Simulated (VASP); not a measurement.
Set up this calculation in VASP 6.6.1, as the native input.

```yaml
Task: relaxation of cell and atoms
Functional: PBEsol
Potentials_or_basis: VASP PAW PBE potentials, release 64 (Cd, S)
Cutoff: 600 eV
k_mesh: 9 × 9 × 4
Occupations: gaussian, width 0.03 eV
Spin: no spin polarisation
Further_INCAR_settings: ALGO = Normal; EDIFF = 1e-06; IBRION = 2; EDIFFG = -0.01; NSW = 90; ISIF = 3
```

The structure of CdS (Greenockite) lies in POSCAR:

```
CdS
1.0
    4.1500000000      0.0000000000      0.0000000000
   -2.0750000000      3.5940054257      0.0000000000
    0.0000000000      0.0000000000      6.7370000000
Cd S
2 2
Direct
    0.3333333333      0.6666666667      0.0000000000
    0.6666666667      0.3333333333      0.5000000000
    0.3333333333      0.6666666667      0.3750000000
    0.6666666667      0.3333333333      0.8750000000
```

One way to write it, as run:

INCAR

```
ALGO     = Normal         # electronic algorithm
EDIFF    = 1E-6           # SCF threshold, eV
EDIFFG   = -0.01          # ionic threshold
ENCUT    = 600            # plane-wave cutoff, eV
GGA      = PS             # functional
IBRION   = 2              # ionic algorithm
ISIF     = 3              # what is computed and relaxed
ISMEAR   = 0              # smearing method
LASPH    = True           # aspherical terms in the spheres
LCHARG   = False          # write CHGCAR
LREAL    = False          # projectors in reciprocal space
LWAVE    = False          # write WAVECAR
NELM     = 80             # most SCF steps
NSW      = 90             # ionic steps
PREC     = Accurate       # precision mode
SIGMA    = 0.03           # smearing width, eV
```

KPOINTS

```
k-points
0
Gamma
  9 9 4
```

Potentials or basis: VASP PAW PBE potentials, release 64 (Cd, S).

Run with:

```bash
$ cat potpaw_PBE.64/Cd/POTCAR potpaw_PBE.64/S/POTCAR > POTCAR
$ mpirun -np 1 vasp_std > vasp.out
```

Results of the run:

The relaxed volume is 24.85 Å³/atom and the relaxed cell is a = 4.129 Å, b = 4.129 Å, c = 6.732 Å, α = 90.00°, β = 90.00°, γ = 120.00°. The space group after relaxing (to 0.05 Å) is P6_3mc (No. 186), the energy gained by relaxing is 0.8 meV/atom and the ionic steps are 3. The pressure after relaxing is 0.0 GPa, the largest force after relaxing is 0.005 eV/Å and the band gap on the k mesh is 1.08 eV, direct.

Caveat: the PAW data sets were made with another functional, which shifts forces and pressure a little.

Run time: 89 s on 1 thread of AMD EPYC 9R45 96-Core Processor (Zen 5), on a shared host, peak memory 0.28 GiB.
